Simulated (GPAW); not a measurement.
Runs of GPAW 26.7.0 on Al. The structure is cubic, space group Fm-3m (No. 225). The conventional cell has a = 4.050 Å, b = 4.050 Å, c = 4.050 Å, α = 90.00°, β = 90.00°, γ = 90.00°. Al (site symmetry m-3m) has 12 Al at 2.86 Å as nearest neighbours. 

| task | level | potentials or basis | cutoff (eV) | band path | band points | grid spacing | pressure (GPa) | V0 of scaled cells (Å³/atom) | B0 (GPa) |
| --- | --- | --- | --- | --- | --- | --- | --- | --- | --- |
| band structure | AM05 | PAW data sets generated in the run's folder for this functional, pw | 600 | GXWKGLUWLK,UX | 80 | - | -2.4 | - | - |
| equation of state | PBE | GPAW PAW data sets (gpaw-data 1.2.1), fd | - | - | - | 0.16 Å | - | 16.54 | 80 |
| band structure | RPBE | the program's PAW data sets (release 1.2.1) made for this functional, pw | 600 | GXWKGLUWLK,UX | 100 | - | (a) | - | - |
| equation of state | PBEsol+D4 | PAW data sets generated in the run's folder for this functional, pw | 600 | - | - | - | - | (b) | 89 |
| equation of state | PW91 | PAW data sets generated in the run's folder for this functional, pw | 600 | - | - | - | - | 16.63 | 76 |
| equation of state | vdW-DF-cx | GPAW PAW data sets (gpaw-data 1.2.1), pw | 600 | - | - | - | - | 16.68 | 78 |

Alike in all rows: no spin polarisation; cell as given; k mesh 11 × 11 × 11; smearing fermi-dirac 0.05 eV.

Task: Estimate the missing entries.

Result: (a) 1.2; (b) 15.87.

Caveats: the PAW data sets were made with another functional, which shifts forces and pressure a little (some runs).
